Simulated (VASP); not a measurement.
# Os (Fm-3m) in VASP: further runs

One crystal, Os, is run at these levels: PBEsol; tasks: single point.

Program: VASP 6.6.1. These are calculated values, not measurements. Logs are shortened: lines on timing, memory, paths and dates and some standing lists are left out, and cuts for length are marked.

**1. The crystal as given**

It takes space group Fm-3m (No. 225, cubic). The conventional cell has a = 3.890 Å, b = 3.890 Å, c = 3.890 Å, α = 90.00°, β = 90.00°, γ = 90.00°. Around Os (site symmetry m-3m) lie 12 Os at 2.75 Å.

This isn't the form of Os at room conditions, which is hcp.

**2. Single point, PBEsol**

The input, INCAR:

```
SYSTEM = Os
  PREC = Accurate
  ENCUT = 520
  EDIFF = 1E-6
  ISMEAR = 0
  SIGMA = 0.02
  LREAL = .False.
  LASPH = .True.
  NELM = 80
  ALGO = Normal
  ISIF = 2
  LWAVE = .False.
  LCHARG = .False.
  GGA = PS
```

The input, KPOINTS:

```
regular mesh
0
Gamma
  12 12 12
  0 0 0
```

The input, POSCAR:

```
Os
1.0
    0.0000000000      1.9450000000      1.9450000000
    1.9450000000      0.0000000000      1.9450000000
    1.9450000000      1.9450000000      0.0000000000
Os
1
Direct
    0.0000000000      0.0000000000      0.0000000000
```

Potentials or basis: VASP PAW PBE potentials, release 54 (Os).

Command:

```sh
cat potpaw_PBE.54/Os/POTCAR > POTCAR
mpirun -np 1 vasp_std > vasp.out
```

OUTCAR:

```text
SYSTEM = Os
   PREC = Accurate
   ENCUT = 520
   EDIFF = 1E-6
   ISMEAR = 0
   LREAL = .False.
   LASPH = .True.
   NELM = 80
   ISIF = 2
   GGA = PS

 ion  position               nearest neighbor table
   1  0.000  0.000  0.000-

  LATTYP: Found a face centered cubic cell.
 ALAT       =     3.8900000000

  Lattice vectors:

 A1 = (   0.0000000000,   1.9450000000,   1.9450000000)
 A2 = (   1.9450000000,   0.0000000000,   1.9450000000)
 A3 = (   1.9450000000,   1.9450000000,   0.0000000000)

Analysis of symmetry for initial positions (statically):
=====================================================================
 Subroutine PRICEL returns:
 Original cell was already a primitive cell.

 Routine SETGRP: Setting up the symmetry group for a
 face centered cubic supercell.

 Subroutine GETGRP returns: Found 48 space group operations
 (whereof 48 operations were pure point group operations)
 out of a pool of 48 trial point group operations.

The static configuration has the point symmetry O_h .

Analysis of symmetry for dynamics (positions and initial velocities):
=====================================================================
 Subroutine PRICEL returns:
 Original cell was already a primitive cell.

 Routine SETGRP: Setting up the symmetry group for a
 face centered cubic supercell.

 Subroutine GETGRP returns: Found 48 space group operations
 (whereof 48 operations were pure point group operations)
 out of a pool of 48 trial point group operations.

The dynamic configuration has the point symmetry O_h .

 Subroutine INISYM returns: Found 48 space group operations
 (whereof 48 operations are pure point group operations),
 and found     1 'primitive' translations

----------------------------------------------------------------------------------------

                                     Primitive cell

  volume of cell :      14.7160

  direct lattice vectors                    reciprocal lattice vectors
     0.000000000  1.945000000  1.945000000    -0.257069409  0.257069409  0.257069409
     1.945000000  0.000000000  1.945000000     0.257069409 -0.257069409  0.257069409
     1.945000000  1.945000000  0.000000000     0.257069409  0.257069409 -0.257069409

  length of vectors
     2.750645379  2.750645379  2.750645379     0.445257277  0.445257277  0.445257277

  position of ions in fractional coordinates (direct lattice)
     0.000000000  0.000000000  0.000000000

  ion indices of the primitive-cell ions
   primitive index   ion index
                 1           1

[... 75 lines left out ...]
   IBRION =     -1    ionic relax: 0-MD 1-quasi-New 2-CG
   NFREE  =      0    steps in history (QN), initial steepest desc. (CG)
   ISIF   =      2    stress and relaxation
   ISYM   =      2    0-nonsym 1-usesym 2-fastsym
   POTIM  = 0.5000    time-step for ionic-motion
   TEBEG  =    0.0;   TEEND  =   0.0 temperature during run
   PSTRESS=    0.0 pullay stress
   NELECT =       8.0000    total number of electrons
   NUPDOWN=      -1.0000    fix difference up-down
   EMIN   =  10.00;   EMAX   =-10.00  energy-range for DOS
   EFERMI =   0.00;   METHOD = LEGACY
   ISMEAR =     0;   SIGMA  =   0.02  broadening in eV -4-tet -1-fermi 0-gaus
   EFERMI_NEDOS =   21; number of points for ismear=-14 and -15
   IALGO  =     38    algorithm
   IMIX   =      4    mixing-type and parameters
     AMIX     =   0.40;   BMIX     =  1.00
     AMIX_MAG =   1.60;   BMIX_MAG =  1.00
  volume/ion in A,a.u.               =      14.72        99.31
  Fermi-wavevector in a.u.,A,eV,Ry     =   1.336109  2.524880 24.288947  1.785187
  Thomas-Fermi vector in A             =   2.464761
   LORBIT       =      0    0 simple, 1 ext, 2 COOP (PROOUT), +10 PAW based schemes
   GGA     = PS    functional components
   LHFCALC =     F    Hartree Fock is set to
   AEXX    =    0.0000 exact exchange contribution
   IVDW    =     0    specifies the selected vdW correction
   LEPSILON=     F    determine dielectric tensor
   LRPA    =     F    only Hartree local field effects (RPA)
 non-spin polarized calculation
 Gauss-broadening in eV      SIGMA  =   0.02
  energy-cutoff  :      520.00
  volume of cell :       14.72
 maximum number of plane-waves:       415
   NGX = 11   NGY = 11   NGZ = 11

 number of electron       8.0000000 magnetization

 Free energy of the ion-electron system (eV)
  ---------------------------------------------------
  ext. energy  EPLUGINS =         0.00000000
  ---------------------------------------------------
  free energy    TOTEN  =       -12.06763873 eV

  energy without entropy =      -12.06749923  energy(sigma->0) =      -12.06756898

 E-fermi :   8.5256     XC(G=0): -13.8638

 val. band max:        8.5246843827   @ k =  -0.4167   0.5000   0.0833
 cond. band min:       8.5459865490   @ k =  -0.4167   0.3333   0.0000
 fundamental gap:      0.0213021663
 Fermi energy:         8.5255594331

 k-point     1 :       0.0000    0.0000    0.0000
  band No.  band energies     occupation
      1      -1.9840      2.00000
      2       5.6406      2.00000
      3       5.6406      2.00000
      4       5.6406      2.00000
      5       8.4803      1.99863
      6       8.4803      1.99863
      7      22.7288      0.00000
      8      28.2368      0.00000
[... 243 lines left out ...]
 k-point    24 :      -0.4167    0.1667    0.0000
  band No.  band energies     occupation
      1       2.1263      2.00000
      2       4.6419      2.00000
      3       6.3374      2.00000
      4       6.3584      2.00000
      5      10.2262      0.00000
      6      13.2509      0.00000
      7      16.6534      0.00000
      8      24.0150      0.00000

 [... further k-points ...]

------------------------ aborting loop because EDIFF is reached ----------------------------------------

  FORCE on cell =-STRESS in cart. coord.  units (eV):
  Direction    XX          YY          ZZ          XY          YZ          ZX
  --------------------------------------------------------------------------------------
  -------------------------------------------------------------------------------------
  Total       -1.8880938     -1.8880938     -1.8880938     -0.0000000     -0.0000000      0.0000000
  in kB     -205.5631787   -205.5631787   -205.5631787     -0.0000000     -0.0000000      0.0000000
  external PRESSURE =    -205.5631787 kB  Pullay stress =       0.0000000 kB

 VOLUME and BASIS-vectors are now :
 -----------------------------------------------------------------------------
  energy-cutoff  :      520.00
  volume of cell :       14.72
      direct lattice vectors                 reciprocal lattice vectors
     0.000000000  1.945000000  1.945000000    -0.257069409  0.257069409  0.257069409
     1.945000000  0.000000000  1.945000000     0.257069409 -0.257069409  0.257069409
     1.945000000  1.945000000  0.000000000     0.257069409  0.257069409 -0.257069409

 POSITION                                       TOTAL-FORCE (eV/Angst)
 -----------------------------------------------------------------------------------
      0.00000      0.00000      0.00000         0.000000      0.000000     -0.000000
 -----------------------------------------------------------------------------------
    total drift:                                0.000000      0.000000     -0.000000

  FREE ENERGIE OF THE ION-ELECTRON SYSTEM (eV)
  ---------------------------------------------------
  free  energy   TOTEN  =       -12.0676387330 eV

  energy  without entropy=      -12.0674992335  energy(sigma->0) =      -12.06756898
```

OSZICAR:

```text
N       E                     dE             d eps       ncg     rms          rms(c)
DAV:   1     0.287349709560E+02    0.28735E+02   -0.43624E+03  1216   0.924E+02
DAV:   2    -0.119906139537E+02   -0.40726E+02   -0.39011E+02  1192   0.214E+02
DAV:   3    -0.128615345860E+02   -0.87092E+00   -0.86970E+00  1640   0.304E+01
DAV:   4    -0.128637412727E+02   -0.22067E-02   -0.22067E-02  1600   0.154E+00
DAV:   5    -0.128637432828E+02   -0.20101E-05   -0.20091E-05  1608   0.230E-02    0.153E+01
DAV:   6    -0.122289456731E+02    0.63480E+00   -0.97189E-01  1408   0.875E+00    0.643E+00
DAV:   7    -0.120724862061E+02    0.15646E+00   -0.51280E-01  1472   0.612E+00    0.418E-01
DAV:   8    -0.120687118027E+02    0.37744E-02   -0.13534E-03  1200   0.348E-01    0.181E-01
DAV:   9    -0.120676483619E+02    0.10634E-02   -0.70900E-04  1424   0.358E-01    0.466E-02
DAV:  10    -0.120676424645E+02    0.58974E-05   -0.23936E-06  1480   0.230E-02    0.338E-03
DAV:  11    -0.120676387789E+02    0.36856E-05   -0.11085E-06  1008   0.146E-02    0.455E-04
DAV:  12    -0.120676387330E+02    0.45884E-07   -0.12985E-08   648   0.116E-03
   1 F= -.12067639E+02 E0= -.12067569E+02  d E =-.139500E-03
```

stdout:

```text
POSCAR found type information on POSCAR Os
 POSCAR found :  1 types and       1 ions
 scaLAPACK will be used
 -----------------------------------------------------------------------------
|                                                                             |
|                                                                             |
|     You enforced a specific xc type in the INCAR file but a different       |
|     I HOPE YOU KNOW WHAT YOU ARE DOING!                                     |
|                                                                             |
 -----------------------------------------------------------------------------

 LDA part: xc-table for (Slater+PW92), standard interpolation
 POSCAR, INCAR and KPOINTS ok, starting setup
 FFT: planning ... GRIDC
 FFT: planning ... GRID_SOFT
 FFT: planning ... GRID
 WAVECAR not read
 entering main loop
```

Run time: 3.9 s. Hardware: 1 thread of Intel Xeon 6975P-C (Granite Rapids), shared host; peak memory 0.12 GiB.

Results:

```
Free energy            : -12.0676 eV
Pressure               : -20.6 GPa
Band gap on the k mesh : none (metal or under the smearing width)
```

Caveat: so large a pressure means that the cell lies far from this level's equilibrium, or that cutoff or potentials fall short; the potentials were made for another functional, which shifts forces and pressure.

**3. Single point, PBEsol**

The input, run.py:

```python
from ase import Atoms
from ase.calculators.vasp import Vasp
from ase.dft.bandgap import bandgap

atoms = Atoms(
    ['Os'],
    cell=[[0.0, 1.945, 1.945], [1.945, 0.0, 1.945], [1.945, 1.945, 0.0]],
    scaled_positions=[[0.0, 0.0, 0.0]],
    pbc=True,
)
calc = Vasp(
    directory='calc',
    xc='pbesol',
    pp='PBE',
    setups='recommended',
    pp_version='54',
    prec='Accurate',
    encut=520,
    ediff=1e-07,
    ismear=0,
    sigma=0.02,
    lreal=False,
    lasph=True,
    nelm=60,
    algo='Normal',
    isif=2,
    lwave=False,
    lcharg=False,
    kpts=[12, 12, 12],
    gamma=True,
)
atoms.calc = calc

print('energy (eV):', atoms.get_potential_energy())
print('free energy (eV):', atoms.get_potential_energy(force_consistent=True))
print('forces (eV/A):')
print(atoms.get_forces())
print('stress (eV/A^3, Voigt):', atoms.get_stress())
print('Fermi level (eV):', calc.get_fermi_level())
gap, top, bottom = bandgap(calc)
print('band gap (eV):', gap, 'from (spin, k, band)', top, 'to', bottom)
```

Potentials or basis: VASP PAW PBE potentials, release 54 (Os).

Command:

```sh
python run.py
```

Run time: 5 s. Hardware: 1 thread of Intel Xeon 6975P-C (Granite Rapids), shared host; peak memory 0.12 GiB.

It converged, with:

```yaml
Free_energy: -12.0676 eV
Pressure: -20.6 GPa
Band_gap_on_the_k_mesh: none (metal or under the smearing width)
```

Levels at points of the mesh, in eV from the Fermi level:
| k point | band 1 | band 2 | band 3 | band 4 | band 5 | band 6 | band 7 | band 8 |
| --- | --- | --- | --- | --- | --- | --- | --- | --- |
| (0.00, 0.00, 0.00) | -10.51 | -2.88 | -2.88 | -2.88 | -0.05 | -0.05 | 14.20 | 19.71 |
| (0.50, 0.00, 0.00) | -7.37 | -3.02 | -3.02 | -0.32 | 2.19 | 2.19 | 8.27 | 13.72 |
| (0.50, 0.50, 0.00) | -7.20 | -6.51 | 2.14 | 2.15 | 2.82 | 2.82 | 11.36 | 11.84 |

Caveat: so large a pressure means that the cell lies far from this level's equilibrium, or that cutoff or potentials fall short; the potentials were made for another functional, which shifts forces and pressure.

**4. The reference run**

An earlier run on the cell as given: functional PBE; potentials or basis VASP PAW PBE potentials, release 64 (Os); cutoff 520 eV; k mesh 12 × 12 × 12; occupations fermi-dirac, width 0.05 eV; no spin polarisation.

* Pressure: -10.3 GPa
* Band gap on the k mesh: none (metal or under the smearing width)
